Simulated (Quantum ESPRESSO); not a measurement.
# TiC (Fm-3m) in Quantum ESPRESSO: settings compared, part 3 of 4

Quantum ESPRESSO 7.5. Earlier steps stand in the parts before.

**5. Phonons, RPBE**

The input, pw.in:

```
&CONTROL
  calculation = 'scf'
  prefix = 'pwscf'
  outdir = './tmp'
  pseudo_dir = './pseudo'
  tprnfor = .true.
  tstress = .true.
  disk_io = 'low'
/
&SYSTEM
  ibrav = 0
  nat = 2
  ntyp = 2
  ecutwfc = 84
  nbnd = 14
  input_dft = 'rpbe'
  occupations = 'smearing'
  smearing = 'mv'
  degauss = 0.01469973
/
&ELECTRONS
  conv_thr = 4d-10
  electron_maxstep = 120
  mixing_beta = 0.5
/
ATOMIC_SPECIES
Ti    47.8670 Ti.upf
C     12.0110 C.upf
CELL_PARAMETERS angstrom
   0.0000000000    2.1657188437    2.1657188437
   2.1657188437    0.0000000000    2.1657188437
   2.1657188437    2.1657188437    0.0000000000
ATOMIC_POSITIONS crystal
Ti     0.0000000000    0.0000000000    0.0000000000
C      0.5000000000    0.5000000000    0.5000000000
K_POINTS automatic
11 11 11 0 0 0
```

The input, relax.in:

```
&CONTROL
  calculation = 'vc-relax'
  prefix = 'pwscf'
  outdir = './tmp'
  pseudo_dir = './pseudo'
  tprnfor = .true.
  tstress = .true.
  disk_io = 'low'
  nstep = 40
  forc_conv_thr = 0.0001
  etot_conv_thr = 1d-06
/
&SYSTEM
  ibrav = 0
  nat = 2
  ntyp = 2
  ecutwfc = 84
  nbnd = 14
  input_dft = 'rpbe'
  occupations = 'smearing'
  smearing = 'mv'
  degauss = 0.01469973
/
&ELECTRONS
  conv_thr = 4d-10
  electron_maxstep = 120
  mixing_beta = 0.5
/
&IONS
  ion_dynamics = 'bfgs'
/
&CELL
  cell_dynamics = 'bfgs'
  press = 0
  press_conv_thr = 0.2
/
ATOMIC_SPECIES
Ti    47.8670 Ti.upf
C     12.0110 C.upf
CELL_PARAMETERS angstrom
   0.0000000000    2.1657188437    2.1657188437
   2.1657188437    0.0000000000    2.1657188437
   2.1657188437    2.1657188437    0.0000000000
ATOMIC_POSITIONS crystal
Ti     0.0000000000    0.0000000000    0.0000000000
C      0.5000000000    0.5000000000    0.5000000000
K_POINTS automatic
11 11 11 0 0 0
```

The input, scf2.in:

```
&CONTROL
  calculation = 'scf'
  prefix = 'pwscf'
  outdir = './tmp'
  pseudo_dir = './pseudo'
  tprnfor = .true.
  tstress = .true.
  disk_io = 'low'
/
&SYSTEM
  ibrav = 0
  nat = 2
  ntyp = 2
  ecutwfc = 84
  nbnd = 14
  input_dft = 'rpbe'
  occupations = 'smearing'
  smearing = 'mv'
  degauss = 0.01469973
/
&ELECTRONS
  conv_thr = 1d-13
  electron_maxstep = 120
  mixing_beta = 0.5
  startingpot = 'file'
  startingwfc = 'file'
/
ATOMIC_SPECIES
Ti    47.8670 Ti.upf
C     12.0110 C.upf
CELL_PARAMETERS angstrom
   0.0000000000    2.1774030625    2.1774030625
   2.1774030625    0.0000000000    2.1774030625
   2.1774030625    2.1774030625    0.0000000000
ATOMIC_POSITIONS crystal
Ti     0.0000000000    0.0000000000    0.0000000000
C      0.5000000000    0.5000000000    0.5000000000
K_POINTS automatic
11 11 11 0 0 0
```

The input, ph.in:

```
phonons of TiC
&INPUTPH
  prefix = 'pwscf'
  outdir = './tmp'
  tr2_ph = 1d-18
  fildyn = 'dyn'
  niter_ph = 90
  alpha_mix(1) = 0.4
/
0.0000000000 0.0000000000 0.0000000000
```

The input, dynmat.in:

```
&INPUT
  fildyn = 'dyn'
  asr = 'crystal'
  filout = 'dynmat.disp'
  fileig = 'dynmat.eig'
/
```

Potentials or basis: PseudoDojo 0.4.1 SR PBE standard.

On the command line:

```bash
$ OMP_NUM_THREADS=1 mpirun -n 4 pw.x -nk 4 -in pw.in > pw.out
$ OMP_NUM_THREADS=1 mpirun -n 4 pw.x -nk 4 -in relax.in > relax.out
$ OMP_NUM_THREADS=1 mpirun -n 4 pw.x -nk 4 -in scf2.in > scf2.out
$ OMP_NUM_THREADS=1 mpirun -n 4 ph.x -nk 4 -in ph.in > ph.out
$ OMP_NUM_THREADS=1 mpirun -n 1 dynmat.x -in dynmat.in > dynmat.out
```

pw.out:

```text
This program is part of the open-source Quantum ESPRESSO suite
     for quantum simulation of materials; please cite
         "P. Giannozzi et al., J. Phys.:Condens. Matter 21 395502 (2009);
         "P. Giannozzi et al., J. Phys.:Condens. Matter 29 465901 (2017);
         "P. Giannozzi et al., J. Chem. Phys. 152 154105 (2020);
     in publications or presentations arising from this work. More details at

     IMPORTANT: XC functional enforced from input :
     Exchange-correlation= RPBE
                           (   1   4  44   4   0   0   0)
     Any further DFT definition will be discarded
     Please, verify this is what you really want

     Message from routine setup:
     using ibrav=0 with symmetry is DISCOURAGED, use correct ibrav instead

     K-points division:     npool     =       4
     Subspace diagonalization in iterative solution of the eigenvalue problem:
     a serial algorithm will be used

     G-vector sticks info
     --------------------
     sticks:   dense  smooth     PW     G-vecs:    dense   smooth      PW
     Sum         769     769    241                14211    14211    2421

     Using Slab Decomposition

     bravais-lattice index     =            0
     lattice parameter (alat)  =       5.7878  a.u.
     unit-cell volume          =     137.0985 (a.u.)^3
     number of atoms/cell      =            2
     number of atomic types    =            2
     number of electrons       =        16.00
     number of Kohn-Sham states=           14
     kinetic-energy cutoff     =      84.0000  Ry
     charge density cutoff     =     336.0000  Ry
     scf convergence threshold =      4.0E-10
     mixing beta               =       0.5000
     number of iterations used =            8  plain     mixing
     Exchange-correlation= RPBE
                           (   1   4  44   4   0   0   0)

     celldm(1)=   5.787832  celldm(2)=   0.000000  celldm(3)=   0.000000
     celldm(4)=   0.000000  celldm(5)=   0.000000  celldm(6)=   0.000000

     crystal axes: (cart. coord. in units of alat)
               a(1) = (   0.000000   0.707107   0.707107 )
               a(2) = (   0.707107   0.000000   0.707107 )
               a(3) = (   0.707107   0.707107   0.000000 )

     reciprocal axes: (cart. coord. in units 2 pi/alat)
               b(1) = ( -0.707107  0.707107  0.707107 )
               b(2) = (  0.707107 -0.707107  0.707107 )
               b(3) = (  0.707107  0.707107 -0.707107 )

     PseudoPot. # 1 for Ti read from file:
     Ti.upf
     Pseudo is Norm-conserving + core correction, Zval = 12.0
     Generated using ONCVPSP code by D. R. Hamann
     Using radial grid of 1586 points,  6 beta functions with:
                l(1) =   0
                l(2) =   0
                l(3) =   1
                l(4) =   1
                l(5) =   2
                l(6) =   2

     PseudoPot. # 2 for C  read from file:
     C.upf
     Pseudo is Norm-conserving + core correction, Zval =  4.0
     Generated using ONCVPSP code by D. R. Hamann
     Using radial grid of 1248 points,  4 beta functions with:
                l(1) =   0
                l(2) =   0
                l(3) =   1
                l(4) =   1

     atomic species   valence    mass     pseudopotential
     Ti               12.00    47.86700     Ti( 1.00)
     C                 4.00    12.01100     C ( 1.00)

     48 Sym. Ops., with inversion, found

   Cartesian axes

     site n.     atom                  positions (alat units)
         1        Ti     tau(   1) = (   0.0000000   0.0000000   0.0000000  )
         2        C      tau(   2) = (   0.7071068   0.7071068   0.7071068  )

     number of k points=    56  Marzari-Vanderbilt smearing, width (Ry)=  0.0147
                       cart. coord. in units 2pi/alat
        k(    1) = (   0.0000000   0.0000000   0.0000000), wk =   0.0015026
        k(    2) = (   0.0642824   0.0642824  -0.0642824), wk =   0.0120210
        k(    3) = (   0.1285649   0.1285649  -0.1285649), wk =   0.0120210
        k(    4) = (   0.1928473   0.1928473  -0.1928473), wk =   0.0120210
        k(    5) = (   0.2571297   0.2571297  -0.2571297), wk =   0.0120210
        k(    6) = (   0.3214122   0.3214122  -0.3214122), wk =   0.0120210
[... 48 lines left out ...]
        k(   55) = (  -0.0642824  -0.4499770   0.7071068), wk =   0.0360631
        k(   56) = (   0.0000000  -0.3856946   0.6428243), wk =   0.0360631

     Dense  grid:    14211 G-vectors     FFT dimensions: (  36,  36,  36)

     Initial potential from superposition of free atoms

     starting charge      15.9984, renormalised to      16.0000
     Starting wfcs are   14 randomized atomic wfcs

     Self-consistent Calculation

     iteration #  1     ecut=    84.00 Ry     beta= 0.50
     Davidson diagonalization with overlap
     ethr =  1.00E-02,  avg # of iterations =  3.9

     total energy              =    -130.57246220 Ry
     estimated scf accuracy    <       0.82261688 Ry

     iteration #  2     ecut=    84.00 Ry     beta= 0.50
     Davidson diagonalization with overlap
     ethr =  5.14E-03,  avg # of iterations =  2.1
[... 57 lines left out ...]
     total energy              =    -130.92871800 Ry
     estimated scf accuracy    <       0.00000001 Ry

     iteration # 11     ecut=    84.00 Ry     beta= 0.50
     Davidson diagonalization with overlap
     ethr =  3.37E-11,  avg # of iterations =  2.1

     End of self-consistent calculation

          k = 0.0000 0.0000 0.0000 (  1807 PWs)   bands (ev):

   -41.8411 -17.8657 -17.8657 -17.8657   2.3924  15.5192  15.5192  15.5192
    16.4548  16.4548  16.4548  16.5282  16.5282  25.3107

          k = 0.0643 0.0643-0.0643 (  1804 PWs)   bands (ev):

   -41.8354 -17.9062 -17.8695 -17.8695   2.5780  14.6885  14.9572  14.9572
    15.8371  15.8371  16.8672  17.9764  17.9764  25.6293

          k = 0.1286 0.1286-0.1286 (  1793 PWs)   bands (ev):
[... 96 lines left out ...]
   -41.7635 -18.2805 -18.0209 -17.9242   5.4626   9.8517  11.9446  12.1390
    17.3653  17.7054  18.6208  20.8407  22.6007  25.1941

          k =-0.0643-0.3214 0.3214 (  1789 PWs)   bands (ev):

   -41.7759 -18.2152 -18.0102 -17.9029   4.8450  10.5781  12.2618  12.3188
    16.8330  17.7687  18.5719  19.9226  22.6853  25.8892

          k = 0.0000-0.2571 0.2571 (  1785 PWs)   bands (ev):

   -41.7931 -18.1350 -17.9718 -17.8851   4.1069  11.5533  12.6284  12.8720
    16.3686  17.4637  18.3629  19.1654  22.0317  26.5984

          k = 0.3857 0.0000-0.0000 (  1772 PWs)   bands (ev):

   -41.7862 -18.1223 -17.9609 -17.9609   4.0430  11.1644  14.0751  14.3834
    14.3834  17.0726  18.6437  18.6437  21.0193  28.1089

          k = 0.4500 0.0643-0.0643 (  1775 PWs)   bands (ev):
[... 36 lines left out ...]
   -41.7469 -18.2553 -18.0875 -18.0061   4.9721  11.2455  12.0823  13.5573
    15.6784  18.1129  18.5067  19.2769  20.6054  27.5600

          k =-0.0000-0.5143 0.5143 (  1776 PWs)   bands (ev):

   -41.7475 -18.2090 -18.1546 -17.9836   5.2551  11.1186  11.4652  12.9157
    16.4858  17.8787  18.6640  20.2567  20.5432  27.4151

          k = 0.6428-0.0000 0.0000 (  1756 PWs)   bands (ev):

   -41.7467 -18.2888 -18.0289 -18.0289   4.6607  11.2694  13.2510  14.7072
    14.7072  17.4947  18.3721  18.3721  20.6940  26.7255

          k =-0.0000-0.6428 0.6428 (  1764 PWs)   bands (ev):

   -41.7448 -18.2861 -18.0500 -18.0262   4.7490  11.3557  12.8291  14.3286
    15.0372  18.0758  18.2732  18.3721  20.5593  26.9452

          k = 0.2571 0.1286 0.0000 (  1786 PWs)   bands (ev):

   -41.8076 -18.0529 -17.9300 -17.8911   3.5074  12.2055  13.6282  13.6555
    15.6870  16.9604  18.1282  18.6324  20.8022  26.8802

          k = 0.3214 0.1928-0.0643 (  1789 PWs)   bands (ev):

   -41.7896 -18.1546 -17.9617 -17.9031   4.2022  11.2644  12.7197  13.0465
    16.1430  17.4145  18.3679  19.5351  21.8386  26.6357

          k = 0.3857 0.2571-0.1286 (  1786 PWs)   bands (ev):
[... 26 lines left out ...]
   -41.7548 -18.2655 -18.0670 -17.9600   5.5015  10.1433  11.7612  12.3547
    17.3695  17.5784  18.5870  20.8365  21.5261  26.1694

          k =-0.0643-0.3214 0.4500 (  1782 PWs)   bands (ev):

   -41.7610 -18.2387 -18.0655 -17.9404   5.2980  10.2713  11.9435  12.3132
    17.0551  17.8731  18.6681  20.0323  22.2104  26.3631

          k = 0.0000-0.2571 0.3857 (  1779 PWs)   bands (ev):

   -41.7740 -18.1985 -18.0264 -17.9180   4.7865  10.6928  12.3821  12.4787
    16.5466  17.8937  18.6960  19.4415  22.3462  26.7996

          k = 0.5143 0.1286 0.0000 (  1779 PWs)   bands (ev):

   -41.7601 -18.2297 -18.0234 -17.9945   4.7161  10.8711  12.8430  13.6287
    15.4191  17.8621  18.6273  18.8515  21.2839  27.9013

          k =-0.1286-0.5143 0.6428 (  1777 PWs)   bands (ev):

   -41.7512 -18.2442 -18.0689 -18.0042   5.0161  10.9793  12.1873  13.1082
    16.0740  18.0981  18.5191  19.3235  20.9833  27.8865

          k =-0.0643-0.4500 0.5785 (  1775 PWs)   bands (ev):

   -41.7481 -18.2209 -18.1281 -17.9939   5.2760  10.9866  11.6296  12.7066
    16.7441  17.8653  18.5562  20.3217  20.4916  27.5369

          k = 0.0000-0.3857 0.5143 (  1777 PWs)   bands (ev):

   -41.7518 -18.2016 -18.1457 -17.9689   5.4015  10.5758  11.6688  12.4187
    17.4409  17.4729  18.7158  19.9363  21.4599  27.1435

          k =-0.0643-0.5785 0.7071 (  1769 PWs)   bands (ev):

   -41.7465 -18.2707 -18.0500 -18.0296   4.8197  11.2722  12.6780  13.7234
    15.5198  18.1834  18.3743  18.5052  20.6586  27.3328

          k =-0.0000-0.5143 0.6428 (  1773 PWs)   bands (ev):
[... 11 lines left out ...]
   -41.7497 -18.2188 -18.1164 -17.9963   5.3312  10.8009  11.7657  12.4130
    17.2081  17.7122  18.5179  20.0442  20.9139  27.5679

          k =-0.0643-0.4500 0.7071 (  1783 PWs)   bands (ev):

   -41.7461 -18.2222 -18.1062 -18.0296   5.1518  11.3004  11.9974  12.5082
    16.7759  18.0572  18.3832  19.4278  20.4984  28.7148

          k = 0.0000-0.3857 0.6428 (  1777 PWs)   bands (ev):

   -41.7455 -18.1795 -18.1579 -18.0262   5.2711  11.4458  11.5832  12.3139
    17.3142  17.7288  18.4076  20.0040  20.1415  28.3986

     the Fermi energy is    14.8447 ev

!    total energy              =    -130.92871800 Ry
     estimated scf accuracy    <          1.5E-10 Ry
     smearing contrib. (-TS)   =      -0.00002677 Ry
     internal energy E=F+TS    =    -130.92869123 Ry

     The total energy is F=E-TS. E is the sum of the following terms:
     one-electron contribution =     -29.56541065 Ry
     hartree contribution      =      22.86721246 Ry
     xc contribution           =     -21.82748287 Ry
     ewald contribution        =    -102.40301018 Ry

     convergence has been achieved in  11 iterations

     Forces acting on atoms (cartesian axes, Ry/au):

     atom    1 type  1   force =    -0.00000000   -0.00000000   -0.00000000
     atom    2 type  2   force =     0.00000000    0.00000000    0.00000000

     Total force =     0.000000     Total SCF correction =     0.000000

     Computing stress (Cartesian axis) and pressure

          total   stress  (Ry/bohr**3)                   (kbar)     P=       40.21
   0.00027333  -0.00000000  -0.00000000           40.21       -0.00       -0.00
  -0.00000000   0.00027333  -0.00000000           -0.00       40.21       -0.00
  -0.00000000  -0.00000000   0.00027333           -0.00       -0.00       40.21

=------------------------------------------------------------------------------=
   JOB DONE.
=------------------------------------------------------------------------------=
```

It took 2.4 min on 4 MPI ranks of Intel Xeon Platinum 8259CL at 2.50GHz (Skylake/Cascade Lake), shared host; peak memory 0.32 GiB.

What came out:

| Item | Value |
| --- | --- |
| Free energy | -1781.3802 eV |
| Relaxed volume | 10.32 Å³/atom |
| Relaxed cell | a = 3.079 Å, b = 3.079 Å, c = 3.079 Å, α = 60.00°, β = 60.00°, γ = 60.00° |
| Space group after relaxing (to 0.05 Å) | Fm-3m (No. 225) |
| Pressure after relaxing | 0.0 GPa |
| Band gap on the k mesh | none (metal or under the smearing width) |
| Highest phonon frequency at Γ | 490 cm⁻¹ |

The path:
| step | energy change (eV) | largest force (eV/Å) | pressure (GPa) | volume (Å³) |
| --- | --- | --- | --- | --- |
| 1 | 0.0000 | 0.0000 | 4.02 | 20.32 |
| 2 | -0.0038 | 0.0000 | -1.03 | 20.74 |
| 3 | -0.0041 | 0.0000 | -0.02 | 20.65 |
| 4 | -0.0041 | 0.0000 | 0.00 | 20.65 |

Final structure:
```yaml
crystal:
  lattice:
    - [0.00000, 2.17740, 2.17740]
    - [2.17740, 0.00000, 2.17740]
    - [2.17740, 2.17740, 0.00000]
  atoms:
    - { symbol: Ti, position: [0.00000, 0.00000, 0.00000] }
    - { symbol: C, position: [0.50000, 0.50000, 0.50000] }
```

Phonon frequencies in cm⁻¹ (negative: imaginary):
| q point | frequencies |
| --- | --- |
| (0.000, 0.000, 0.000) | -1 -1 -1 490 490 490 |

Optical modes at Γ, degenerate ones joined:
| cm⁻¹ | components | symmetry | active in |
| --- | --- | --- | --- |
| 490 | 3 | T1u | IR |

Caveat: the potentials were made for another functional, which shifts forces and pressure.

(Part 3 of 4 ends here.)
